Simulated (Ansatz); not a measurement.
# TaC under pressure

Level of theory: DFT LDA, scalar-relativistic, plane waves, PAW in Ansatz. Cutoff 420 eV, 16×16×16 k-points (Γ-centred), Fermi-Dirac smearing of 0.15 eV. No spin polarisation. Phonons by linear response, acoustic sum rule imposed.

Equilibrium structure at this level:
```cif
data_structure
_symmetry_space_group_name_H-M 'Fm-3m'
_symmetry_Int_Tables_number 225
_cell_length_a 4.4144
_cell_length_b 4.4144
_cell_length_c 4.4144
_cell_angle_alpha 90.000
_cell_angle_beta 90.000
_cell_angle_gamma 90.000
_cell_volume 86.03
loop_
_atom_site_label
_atom_site_type_symbol
_atom_site_symmetry_multiplicity
_atom_site_Wyckoff_symbol
_atom_site_fract_x
_atom_site_fract_y
_atom_site_fract_z
_atom_site_occupancy
Ta1 Ta 4 a 0.00000 0.00000 0.00000 1
C1 C 4 b 0.50000 0.00000 0.00000 1
```

In a metal, frequencies and elastic constants depend on the k mesh and the smearing, soft modes and shear constants most. Spin–orbit coupling is left out, which matters for heavy elements.

Q: The cell is relaxed again at 5 and 11 and 22 GPa. How do volume, gap and optical modes at Γ (cm⁻¹, counted from the lowest optical one; a degenerate one stands once) change?

A:
```
          0 GPa  5 GPa  11 GPa  22 GPa
    V/V0  1.000  0.987   0.971   0.947
gap (eV)   0.00   0.00    0.00    0.00
  mode 1    569    584     601     630
```

Cost: 4 runs of about 1.5 core-minutes in all, on Intel Xeon Platinum 8488C (Sapphire Rapids) (shared hosts).